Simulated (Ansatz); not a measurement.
# TiO2 monolayer (2H): following an unstable mode, part 2 of 3

Aim: this structure of TiO2 monolayer (2H) is to be tested for unstable modes, and one is followed downhill.

Ansatz 0.2.0; DFT LDA, scalar-relativistic, plane waves, PAW.

So far, highest frequency on the path or at a solved wavevector (cm⁻¹): step 2 (phonons on a q mesh) 748. Also lowest frequency on the path (cm⁻¹): step 2 -307.

## 3. The mode frozen in, largest atomic shift 0 Å

The mode followed lies at Γ with frequency 307.3i cm⁻¹ and is 2-fold degenerate, the softest among the wavevectors solved. At small amplitude the distorted cell has space group no. 8 by a symmetry search on the positions. The undistorted cell that holds it gives the zero of energy on the same k mesh.

The input, input.yaml:

```yaml
crystal:
  lattice:
    - [2.8240035933, 0.0, 0.0]
    - [-1.4120017967, 2.4456588521, 0.0]
    - [0.0, 0.0, 28.7]
  atoms:
    - { symbol: Ti, position: [0.3333333333, 0.6666666667, 0.3484320557] }
    - { symbol: O, position: [0.6666666667, 0.3333333333, 0.3871158937] }
    - { symbol: O, position: [0.6666666667, 0.3333333333, 0.3097482178] }
  periodic: [true, true, false]
kpoints:
  mp_grid: { grid: [12, 12, 1] }
hamiltonian:
  xc: lda
scf:
  occupations: { method: gaussian, width: 0.02 }
output:
  forces: true
  stress: true
  eigenvalues: true
```

Launch:

```
$ ansatz run input.yaml --threads 8 --pin off --max-ram 14336MiB --backend cpu --events-out ev --progress --plain --runs-dir out
```

Numbers of over 12 decimals in the logs are rounded to 6 here.

What it wrote:

```text
[...]
Crystal: 3 atoms, lattice volume = 198.218 Å³
Basis set: ecut = 420 eV, 3899 PW (Γ)
Bands: 16, of which v1, the nominal top of the filled ones, is band 12 counted from 1 (11 counted from 0)
Symmetry: 12 space group operations
[...]
k-points: 19 of 144 (time reversal used)
[...]
--- Band table (eV; the first three rows and the last of 19) ---
  k-point 0: bands = [... 8 lower, -11.9365, -10.5108, -10.5108, -9.1976, -5.6258, -4.3864, -4.3864, -4.3739]
  k-point 1: bands = [... 8 lower, -11.8407, -10.7105, -10.6260, -9.0866, -5.8654, -4.4438, -4.4081, -4.2901]
  k-point 2: bands = [... 8 lower, -11.5757, -11.1329, -10.9162, -8.9521, -6.4334, -4.4931, -4.4635, -4.1476]
  k-point 18: bands = [... 8 lower, -12.1477, -11.9656, -10.6472, -9.3144, -7.5052, -5.7804, -3.5292, -3.5126]
[key lines of the parts left out:]
SCF converged after 7 iterations
Free energy (F): -3563.263842 eV
Fermi energy:    -8.301725 eV
P = ½ c Tr σ = -0.0002 N/m
```

Elapsed: 0.75 s, on 8 threads of Intel Xeon 6975P-C (Granite Rapids), shared host; peak memory 0.51 GiB.

This step gave:

```
energy from the undistorted cell : 0 meV/atom
```

## 4. The mode frozen in, largest atomic shift 0.22 Å

The atoms are moved along the unstable eigenvector, the largest shift by 0.22 Å, with the cell fixed.

input.yaml, the sections that differ from step 3:

```yaml
crystal:
  lattice:
    - [2.8240035933, 0.0, 0.0]
    - [-1.4120017967, 2.4456588521, 0.0]
    - [0.0, 0.0, 28.7]
  atoms:
    - { symbol: Ti, position: [0.3333333333, 0.6666666667, 0.3484320557] }
    - { symbol: O, position: [0.6216890117, 0.2433780234, 0.3871158937] }
    - { symbol: O, position: [0.7116443216, 0.4232886433, 0.3097482178] }
  periodic: [true, true, false]
# kpoints, hamiltonian, scf, output: as in step 3
```

What it wrote:

```text
[...]
Crystal: 3 atoms, lattice volume = 198.218 Å³
Basis set: ecut = 420 eV, 3899 PW (Γ)
Bands: 16, of which v1, the nominal top of the filled ones, is band 12 counted from 1 (11 counted from 0)
Symmetry: 2 space group operations
[...]
k-points: 43 of 144 (time reversal used)
[...]
--- Band table (eV; the first three rows and the last of 43) ---
  k-point 0: bands = [... 8 lower, -11.8116, -10.3911, -10.3568, -9.1224, -5.3391, -4.8136, -4.7915, -3.3679]
  k-point 1: bands = [... 8 lower, -11.7421, -10.5934, -10.4417, -9.0852, -5.5516, -4.7752, -4.6943, -3.3434]
  k-point 2: bands = [... 8 lower, -11.5876, -11.0351, -10.6161, -9.0875, -6.0125, -4.7000, -4.5276, -3.2695]
  k-point 42: bands = [... 8 lower, -11.7925, -11.0354, -10.7157, -9.3553, -6.9435, -4.7434, -3.8411, -3.2502]
[key lines of the parts left out:]
SCF converged after 10 iterations
Free energy (F): -3563.369497 eV
Fermi energy:    -7.957848 eV
P = ½ c Tr σ = 3.4173 N/m
```

Wall time 1.5 s (8 threads); peak memory 0.57 GiB.

This step gave:

```
gap on the k-mesh                : 1.960 eV
energy from the undistorted cell : -35.22 meV/atom
```

The energy, extrapolated to zero smearing, is -35.22 meV/atom against the undistorted cell.

## 5. Energy along the mode, all amplitudes (two of the runs are shown above)

An imaginary frequency means negative curvature, so the energy should fall and then rise again as anharmonic terms take over.

Numbers from this step:

- depth at the lowest point sampled: 35.22 meV/atom
- largest atomic shift at that point: 0.22 Å

Table of energy from the parent by largest atomic shift:

```
largest atomic shift (Å)  energy from the parent (meV/atom)
                   0.000                                  0
                   0.040                              -2.87
                   0.080                              -10.3
                   0.140                              -24.5
                   0.220                              -35.2
                   0.320                              -14.1
                   0.450                                102
```

Displacement at unit largest shift by atom:

```
atom  x (Å)  y (Å)  z (Å)  size
 Ti1   0.00   0.00   0.00  0.00
  O2   0.00  -1.00   0.00  1.00
  O3   0.00   1.00   0.00  1.00
```

The lowest of the steps tried is at 0.22 Å, 35.2 meV/atom below the parent; the bottom of the well need not coincide with a step.

## 6. Relaxation from the frozen mode

Starting from the lowest point found, all atoms and the cell are let go, so that strain and other modes of the same symmetry can join in.

input.yaml: that of step 4 with these lines changed.

```diff
@@ -15,3 +15,3 @@
 scf:
-  occupations: { method: gaussian, width: 0.02 }
+  occupations: { method: fixed }
 output:
@@ -20 +20,10 @@
   eigenvalues: true
+  write_density: true
+  write_potential: true
+  elf: true
+  volumetric_format: npy
+relax:
+  adjacent_minimum: "off"
+  f_tol: 0.002
+  max_steps: 120
+  cell: { stress_2d_tol: 0.005 }
```

What it wrote:

```text
[...]
Crystal: 3 atoms, lattice volume = 198.218 Å³
Basis set: ecut = 420 eV, 3899 PW (Γ)
Bands: 16, of which v1, the nominal top of the filled ones, is band 12 counted from 1 (11 counted from 0)
Symmetry: 2 space group operations
[...]
k-points: 43 of 144 (time reversal used)
[...]
SCF iter   1: F=—  HF=-3563.405121 eV  |F-HF|=—  |Δ(HF+E_count)|=         —  Δρ=1.08e-2  dr2=2.01e-1  ethr=1.77e-3  ⟨swp⟩=7.5  Hψ=4559  notcnv=0  defer=84
[...]
SCF iter  10: F=-3563.369497 eV  HF=-3563.369497 eV  |F-HF|=2.54e-9  |Δ(HF+E_count)|=   1.08e-8  Δρ=1.41e-6  dr2=3.53e-9  ethr=4.17e-10  ⟨swp⟩=22.6  Hψ=8079  notcnv=0
SCF 1 converged in 10 iterations: F = -3563.369497 eV  dr2 = 3.53e-9
[...]
relax step   1: F+E_penalty+E_count = -3563.36949729 eV  Δ(F+E_penalty+E_count) = +0.000e0 eV  max|allowed force component| = 8.102e-1 eV/Å  Δτ_max = 0.0000 Å  P = +3.417 N/m  Ω = 198.218 Å³  fix = [c, alpha, beta]  reactions: c +0.000 N/m; alpha +0.000 N/m/rad  (10 SCF iters, dr2 threshold 1.00e-7 eV, accepted)
Crystal: 3 atoms, lattice volume = 204.413 Å³
Basis set: ecut = 420 eV, 4007 PW (Γ)
[...]
iter 1 solved again at ethr=3.99e-5 eV; its pass at ethr=3.10e-3 eV (dr2=9.57e-3 eV) is discarded
[...]
SCF iter   9: F=-3563.399595 eV  HF=-3563.399595 eV  |F-HF|=5.02e-10  |Δ(HF+E_count)|=  1.55e-10  Δρ=1.19e-6  dr2=1.05e-9  ethr=1.28e-10  ⟨swp⟩=10.8  Hψ=5922  notcnv=0
SCF 2 converged in 9 iterations: F = -3563.399595 eV  dr2 = 1.05e-9
relax step   2: F+E_penalty+E_count = -3563.39959469 eV  Δ(F+E_penalty+E_count) = -3.010e-2 eV  max|allowed force component| = 5.431e-1 eV/Å  Δτ_max = 0.0300 Å  P = +0.118 N/m  Ω = 204.413 Å³  energy of the carried Pulay correction = -6.149e-3 eV  fix = [c, alpha, beta]  reactions: c -0.000 N/m; alpha -0.000 N/m/rad  (9 SCF iters, dr2 threshold 3.00e-7 eV, accepted)
Crystal: 3 atoms, lattice volume = 205.645 Å³
Basis set: ecut = 420 eV, 4027 PW (Γ)
[...]
SCF iter  11: F=-3563.426652 eV  HF=-3563.426652 eV  |F-HF|=2.46e-10  |Δ(HF+E_count)|=  2.96e-11  Δρ=3.07e-7  dr2=2.48e-10  ethr=1.38e-12  ⟨swp⟩=8.8  Hψ=5091  notcnv=0
SCF 3 converged in 11 iterations: F = -3563.426652 eV  dr2 = 2.48e-10
relax step   3: F+E_penalty+E_count = -3563.42665184 eV  Δ(F+E_penalty+E_count) = -2.706e-2 eV  max|allowed force component| = 4.895e-1 eV/Å  Δτ_max = 0.0348 Å  P = -0.310 N/m  Ω = 205.645 Å³  energy of the carried Pulay correction = -7.349e-3 eV  fix = [c, alpha, beta]  reactions: c -0.000 N/m; alpha +0.000 N/m/rad  (11 SCF iters, dr2 threshold 3.00e-7 eV, accepted)
[... from here on, the SCF cycles and remarks between the steps are left out ...]
relax step   4: F+E_penalty+E_count = -3563.60263903 eV  Δ(F+E_penalty+E_count) = -1.760e-1 eV  max|allowed force component| = 9.476e-1 eV/Å  Δτ_max = 0.1952 Å  P = +0.767 N/m  Ω = 210.358 Å³  energy of the carried Pulay correction = -1.187e-2 eV  fix = [c, alpha, beta]  reactions: c -0.000 N/m; alpha -0.000 N/m/rad  (11 SCF iters, dr2 threshold 3.00e-7 eV, accepted)
relax step   5: F+E_penalty+E_count = -3563.94447644 eV  Δ(F+E_penalty+E_count) = -3.418e-1 eV  max|allowed force component| = 1.464e0 eV/Å  Δτ_max = 0.1959 Å  P = +0.601 N/m  Ω = 214.885 Å³  energy of the carried Pulay correction = -1.612e-2 eV  fix = [c, alpha, beta]  reactions: c -0.000 N/m; alpha -0.000 N/m/rad  (11 SCF iters, dr2 threshold 3.00e-7 eV, accepted)
relax step   6: F+E_penalty+E_count = -3564.28466482 eV  Δ(F+E_penalty+E_count) = -3.402e-1 eV  max|allowed force component| = 1.592e0 eV/Å  Δτ_max = 0.1949 Å  P = -2.029 N/m  Ω = 218.743 Å³  energy of the carried Pulay correction = -1.967e-2 eV  fix = [c, alpha, beta]  reactions: c -0.000 N/m; alpha +0.000 N/m/rad  (11 SCF iters, dr2 threshold 3.00e-7 eV, accepted)
relax step   7: F+E_penalty+E_count = -3564.54694842 eV  Δ(F+E_penalty+E_count) = -2.623e-1 eV  max|allowed force component| = 5.420e-1 eV/Å  Δτ_max = 0.1949 Å  P = -1.480 N/m  Ω = 217.691 Å³  energy of the carried Pulay correction = -1.871e-2 eV  fix = [c, alpha, beta]  reactions: c +0.000 N/m; alpha +0.000 N/m/rad  (9 SCF iters, dr2 threshold 3.00e-7 eV, accepted)
relax step   8: F+E_penalty+E_count = -3564.58235720 eV  Δ(F+E_penalty+E_count) = -3.541e-2 eV  max|allowed force component| = 8.797e-1 eV/Å  Δτ_max = 0.0932 Å  P = +0.034 N/m  Ω = 214.905 Å³  energy of the carried Pulay correction = -1.614e-2 eV  fix = [c, alpha, beta]  reactions: c +0.000 N/m; alpha -0.000 N/m/rad  (10 SCF iters, dr2 threshold 3.00e-7 eV, accepted)
relax step   9: F+E_penalty+E_count = -3564.63390786 eV  Δ(F+E_penalty+E_count) = -5.155e-2 eV  max|allowed force component| = 2.463e-2 eV/Å  Δτ_max = 0.0643 Å  P = -0.163 N/m  Ω = 213.114 Å³  energy of the carried Pulay correction = -1.447e-2 eV  fix = [c, alpha, beta]  reactions: c -0.000 N/m; alpha +0.000 N/m/rad  (10 SCF iters, dr2 threshold 3.00e-7 eV, accepted)
relax step  10: F+E_penalty+E_count = -3564.63436979 eV  Δ(F+E_penalty+E_count) = -4.619e-4 eV  max|allowed force component| = 1.358e-2 eV/Å  Δτ_max = 0.0010 Å  P = +0.167 N/m  Ω = 212.649 Å³  energy of the carried Pulay correction = -1.404e-2 eV  fix = [c, alpha, beta]  reactions: c +0.000 N/m; alpha -0.000 N/m/rad  (6 SCF iters, dr2 threshold 6.85e-8 eV, accepted)
relax step  11: F+E_penalty+E_count = -3564.63420546 eV  Δ(F+E_penalty+E_count) = +1.643e-4 eV  max|allowed force component| = 1.075e-4 eV/Å  Δτ_max = 0.0001 Å  P = +0.005 N/m  Ω = 212.867 Å³  energy of the carried Pulay correction = -1.424e-2 eV  fix = [c, alpha, beta]  reactions: c +0.000 N/m; alpha -0.000 N/m/rad  (6 SCF iters, dr2 threshold 4.98e-8 eV, accepted)
relax step  12: F+E_penalty+E_count = -3564.63419827 eV  Δ(F+E_penalty+E_count) = +7.188e-6 eV  max|allowed force component| = 1.235e-4 eV/Å  Δτ_max = 0.0000 Å  P = +0.000 N/m  Ω = 212.875 Å³  energy of the carried Pulay correction = -1.425e-2 eV  fix = [c, alpha, beta]  reactions: c +0.000 N/m; alpha -0.000 N/m/rad  (6 SCF iters, dr2 threshold 5.11e-11 eV, accepted)
relax step  13: F+E_penalty+E_count = -3564.65728254 eV  Δ(F+E_penalty+E_count) = -2.308e-2 eV  max|allowed force component| = 2.505e-4 eV/Å  Δτ_max = 0.0000 Å  P = +0.590 N/m  Ω = 212.875 Å³  fix = [c, alpha, beta]  reactions: c +0.000 N/m; alpha -0.000 N/m/rad  stress off target by 5.90e-1 N/m on what of the cell is left free  SCF on the basis re-selected at this cell (its energy is not comparable with the rows above)  (11 SCF iters)
relax step  14: F+E_penalty+E_count = -3564.65698380 eV  Δ(F+E_penalty+E_count) = +2.987e-4 eV  max|allowed force component| = 7.797e-4 eV/Å  Δτ_max = 0.0031 Å  P = +0.044 N/m  Ω = 213.910 Å³  energy of the carried Pulay correction = -1.008e-3 eV  fix = [c, alpha, beta]  reactions: c +0.000 N/m; alpha -0.000 N/m/rad  (7 SCF iters, dr2 threshold 3.00e-7 eV, accepted)
relax step  15: F+E_penalty+E_count = -3564.65690073 eV  Δ(F+E_penalty+E_count) = +8.307e-5 eV  max|allowed force component| = 2.588e-4 eV/Å  Δτ_max = 0.0003 Å  P = -0.002 N/m  Ω = 213.997 Å³  energy of the carried Pulay correction = -1.096e-3 eV  fix = [c, alpha, beta]  reactions: c -0.000 N/m; alpha +0.000 N/m/rad  (5 SCF iters, dr2 threshold 3.20e-9 eV, accepted)
relax step  16: F+E_penalty+E_count = -3564.65690503 eV  Δ(F+E_penalty+E_count) = -4.299e-6 eV  max|allowed force component| = 3.285e-5 eV/Å  Δτ_max = 0.0000 Å  P = +0.000 N/m  Ω = 213.993 Å³  energy of the carried Pulay correction = -1.091e-3 eV  fix = [c, alpha, beta]  reactions: c +0.000 N/m; alpha -0.000 N/m/rad  (8 SCF iters, accepted)
relax step  17: F+E_penalty+E_count = -3564.65690498 eV  Δ(F+E_penalty+E_count) = +5.035e-8 eV  max|allowed force component| = 2.210e-5 eV/Å  Δτ_max = 0.0000 Å  P = +0.000 N/m  Ω = 213.993 Å³  energy of the carried Pulay correction = -1.091e-3 eV  fix = [c, alpha, beta]  reactions: c +0.000 N/m; alpha -0.000 N/m/rad  (5 SCF iters, accepted)
relax step  18: F+E_penalty+E_count = -3564.65785005 eV  Δ(F+E_penalty+E_count) = -9.451e-4 eV  max|allowed force component| = 2.205e-5 eV/Å  Δτ_max = 0.0000 Å  P = +0.008 N/m  Ω = 213.993 Å³  fix = [c, alpha, beta]  reactions: c +0.000 N/m; alpha -0.000 N/m/rad  stress off target by 7.84e-3 N/m on what of the cell is left free  SCF on the basis re-selected at this cell (its energy is not comparable with the rows above)  (10 SCF iters)
relax step  19: F+E_penalty+E_count = -3564.65783551 eV  Δ(F+E_penalty+E_count) = +1.454e-5 eV  max|allowed force component| = 1.432e-4 eV/Å  Δτ_max = 0.0001 Å  P = +0.000 N/m  Ω = 214.008 Å³  energy of the carried Pulay correction = -1.467e-5 eV  fix = [c, alpha, beta]  reactions: c +0.000 N/m; alpha -0.000 N/m/rad  (6 SCF iters, dr2 threshold 1.03e-10 eV, accepted)
[...]
SCF iter   1: F=—  HF=-3564.657783 eV  |F-HF|=—  |Δ(HF+E_count)|=         —  Δρ=7.84e-7  dr2=1.02e-9  ethr=1.22e-7  ⟨swp⟩=6.3  Hψ=7541  notcnv=0  defer=85
eigensolver tolerance schedule: the retry pair's looser diagonalisation over-reported the residual by 28809.73 of it (diagonalisation noise at an unbounded share of the residual, at the tolerance the schedule requests for it); recorded, not acted on — ethr = c·dr2/N_el stays at c = 1.0e-1
SCF iter   2: F=—  HF=-3564.657854 eV  |F-HF|=—  |Δ(HF+E_count)|=   7.06e-5  Δρ=5.93e-7  dr2=1.24e-9  ethr=4.24e-12  ⟨swp⟩=6.7  Hψ=2851  notcnv=0  defer=85
[...]
SCF iter   8: F=-3564.657854 eV  HF=-3564.657854 eV  |F-HF|=0.00e0  |Δ(HF+E_count)|=  8.19e-12  Δρ=6.90e-9  dr2=1.61e-13  ethr=1.00e-12  ⟨swp⟩=15.7  Hψ=5365  notcnv=0
SCF 20 converged in 8 iterations: F = -3564.657854 eV  dr2 = 1.61e-13
relax step  20: F+E_penalty+E_count = -3564.65785403 eV  Δ(F+E_penalty+E_count) = -1.852e-5 eV  max|allowed force component| = 1.462e-4 eV/Å  Δτ_max = 0.0000 Å  P = +0.000 N/m  Ω = 214.008 Å³  fix = [c, alpha, beta]  reactions: c +0.000 N/m; alpha -0.000 N/m/rad  stress off target by 3.31e-4 N/m on what of the cell is left free  SCF on the basis re-selected at this cell (its energy is not comparable with the rows above)  (8 SCF iters)
[...]
WARN: The output density's exchange-correlation potential varies sharply where the density is thin. Do not read a vacuum level from v_tot or v_xc, or from such a field of the output density. On a cell that repeats whose density bears no net charge and no dipole along the vacuum's axis use v_es (v_loc + v_h of the components); under efield.dipole_correction with no amplitude use v_es + v_field, which holds any externa [...]
SCF converged after 8 iterations
Free energy (F): -3564.657854 eV
[...]
Internal energy: -3564.657854 eV  (E = F + TS)
E sigma→0 (E₀):  -3564.657854 eV
Fermi energy:    -8.647061 eV
[...]
--- Forces (eV/Å), atoms counted from 1 ---
  atom   1  Ti    -0.00000000     0.00002294     0.00042274
  atom   2  O     -0.00000000     0.00000332     0.00032216
  atom   3  O      0.00000000     0.00000085     0.00015316
  max |Σ_I F_I| component: 8.98e-4 eV/Å
--- 2D stress c σ (N/m, compression-positive) ---
        0.000222       0.000000      -0.000000
        0.000000       0.000331       0.000000
       -0.000000       0.000000       0.000000
  P = ½ c Tr σ = 0.0003 N/m
--- Band table (eV; the first three rows and the last of 43) ---
  k-point 0: bands = [... 8 lower, -12.4649, -9.3892, -8.7798, -8.7798, -5.8246, -5.8246, -3.9408, -1.2676]
  k-point 1: bands = [... 8 lower, -12.3853, -9.2790, -9.1043, -8.9505, -5.7147, -5.6378, -3.9701, -1.5506]
  k-point 2: bands = [... 8 lower, -12.1029, -10.0361, -9.3169, -8.8594, -5.5316, -5.2394, -4.0681, -2.0297]
  k-point 42: bands = [... 8 lower, -11.2105, -10.4865, -10.3687, -9.1734, -5.2866, -4.6063, -4.5066, -1.9374]
--- Relaxed structure (17 steps of the walk, 17 accepted, 3 SCFs on fresh bases) ---
  F+E_penalty+E_count = -3564.65785403 eV   max|allowed force component| = 1.462e-4 eV/Å   (the final SCF, on the basis selected at the relaxed cell)
  cell:  # Å, volume = 214.0084 Å³
    - [2.934333, 2.999525504336558e-11, 0]
    - [-1.467166, 2.541205, 0]
    - [0, 0, 28.7]
  atoms:
    - { symbol: Ti, position: [0.222221, 0.444442, 0.348432] }
    - { symbol: O, position: [0.555556, 0.111111, 0.381576] }
    - { symbol: O, position: [0.888890, 0.777780, 0.315288] }
```

Elapsed: 39 s, on 8 threads; peak memory 0.68 GiB.

The steps of the relaxation:

```
step  energy less that of the first step (eV)  largest force component (eV/Å)  volume (Å³)
   1                                   0.0000                          0.8102       198.22
   2                                  -0.0301                          0.5431       204.41
   3                                  -0.0572                          0.4895       205.65
   4                                  -0.2331                          0.9476       210.36
   5                                  -0.5750                          1.4636       214.89
   6                                  -0.9152                          1.5921       218.74
   7                                  -1.1775                          0.5420       217.69
   8                                  -1.2129                          0.8797       214.90
   9                                  -1.2644                          0.0246       213.11
  10                                  -1.2649                          0.0136       212.65
  11                                  -1.2647                          0.0001       212.87
  12                                  -1.2647                          0.0001       212.88
 13*                                  -1.2878                          0.0003       212.88
  14                                  -1.2875                          0.0008       213.91
  15                                  -1.2874                          0.0003       214.00
  16                                  -1.2874                          0.0000       213.99
  17                                  -1.2874                          0.0000       213.99
 18*                                  -1.2884                          0.0000       213.99
  19                                  -1.2883                          0.0001       214.01
 20*                                  -1.2884                          0.0001       214.01
```

Relaxation steps marked * repeat the geometry before them on a plane-wave basis chosen anew for their cell, so energy and pressure can jump there.

The run keeps the 2 symmetry operations that it works with, so distortions that break them were not tested.

```
cell as run  before  after  change
      a (Å)   2.824  2.934  +3.9 %
      b (Å)   2.824  2.934  +3.9 %
```

The atoms that moved most (Å, along periodic axes as changes of fractional coordinates times the final cell, across vacuum about the mean position):

```
atom     dx      dy      dz  length
  O3  0.000   0.901   0.159   0.915
 Ti1  0.000  -0.565   0.000   0.565
  O2  0.000  -0.336  -0.159   0.372
```

Final coordinates:

```cif
data_structure
_symmetry_space_group_name_H-M 'P 1'
_symmetry_Int_Tables_number 1
_cell_length_a 2.9343
_cell_length_b 2.9343
_cell_length_c 28.7000
_cell_angle_alpha 90.000
_cell_angle_beta 90.000
_cell_angle_gamma 120.000
_cell_volume 214.01
loop_
_atom_site_label
_atom_site_type_symbol
_atom_site_fract_x
_atom_site_fract_y
_atom_site_fract_z
_atom_site_occupancy
Ti1 Ti 0.22222 0.44444 0.34843 1
O2 O 0.55556 0.11111 0.38158 1
O3 O 0.88889 0.77778 0.31529 1
```

Numbers from this step:

| Item | Value |
| --- | --- |
| gap on the k-mesh | 2.822 eV |
| area per atom | 2.486 Å² |

(Part 2 of 3 ends here.)

[Logs are printed without paths, hosts, clocks, repeated set-up lines and the standing remarks that a program may print on its own settings, such as how far it seeks lower states.]

[Hosts, paths, dates, database ids (printed as entryN), source tags and the programs' standing remarks are cut or masked in the printed files.]
